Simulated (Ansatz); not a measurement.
This guess for C is about to be relaxed.

Space group Cmmm (No. 65). a = 2.367 Å, b = 7.760 Å, c = 2.462 Å, α = 90.00°, β = 90.00°, γ = 90.00°
```csv
atom,site,symmetry,x,y,z
C,4j,m2m,0.0000,0.9060,0.5000
C,4i,m2m,0.0000,0.8050,0.0000
```

All numbers below come from Ansatz, DFT PBE, scalar-relativistic, plane waves, PAW. Cutoff 420 eV, Gaussian smearing, Γ-centred meshes. Cell and atoms relax first on a coarse mesh and then on a finer one. In between, the cell is made exact in the group found at 0.06 Å. In metals the finer mesh still leaves noise of several meV/atom or more. The steps can't lower the symmetry of their start. No spin polarisation in the relaxation; trial moments died out in a coarse test.

A guess keeps its type if space group and coordination stay and the shape of the cell changes little (axis ratios within about 15 %, angles within 6°); the volume may change.

Question: Does it keep its structure type, or change into something else?

Answer: It keeps its type. The symmetry stays Cmmm (No. 65). The volume per atom grows by 17.1 %, from 5.7 to 6.6 Å³. The shortest distance goes from 1.46 Å (C–C) to 1.35 Å (C–C). Counting neighbours within 15 % of an atom's shortest distance, the start has C 3/4 and the end C 3/4.

The last run used an 18×18×18 mesh for its 4-atom cell and Gaussian smearing of 0.10 eV. A structure relaxed within its symmetry needn't be a true minimum. Another cell of C relaxed alike, in Fd-3m, lies 300 meV/atom lower, so this cell isn't the stable form at this level.

In counts of neighbours, a slash parts the counts of unlike sites.
